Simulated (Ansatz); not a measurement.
Runs of Ansatz 0.2.0 on SnO2. The structure is trigonal, space group R-3m (No. 166). Conventional cell: a = 3.234 Å, b = 3.234 Å, c = 14.402 Å, α = 90.00°, β = 90.00°, γ = 120.00°. Sn (site symmetry -3m) has 6 O at 2.13 Å as nearest neighbours. O (site symmetry 3m) is surrounded by 3 Sn at 2.13 Å. Measurements of this composition are mostly on another form, of space group No. 136.

```csv
task,level,spin,k mesh,cutoff (eV),smearing,points for each segment of the path,gap on the mesh (eV),pressure (GPa),largest force (eV/Å)
single point,PBE,off,10 × 10 × 10,420,gaussian 0.013 eV,-,1.94,-0.6,0.13
band structure,r2SCAN,"SOC, no magnetisation",7 × 7 × 7,500,fermi-dirac 0.05 eV,14,2.45,(a),0.63
single point,PBE,off,10 × 10 × 10,420,gaussian 0.015 eV,-,1.94,-0.6,0.13
single point,PBE,off,10 × 10 × 10,420,gaussian 0.014 eV,-,1.94,-0.6,0.13
phonons,LDA,off,7 × 7 × 7,420,fixed,-,1.78,-,-
```

Alike in all rows: potentials or basis Ansatz PAW; cell as given.

**Question.** Estimate the missing entries.

**Answer.** (a) -7.2.

Caveats: spin-orbit coupling is left out, which moves the levels of the heavy elements (some runs); the PAW data sets come from PBE, with cores solved anew for the run's functional, which leaves a small shift of forces and pressure (some runs); odd divisions of the mesh miss points on the zone boundary, where band edges often lie, so the gap on the mesh can be too wide (some runs).

A k mesh can miss the band edges, and rows without SOC leave out spin-orbit coupling on Sn.
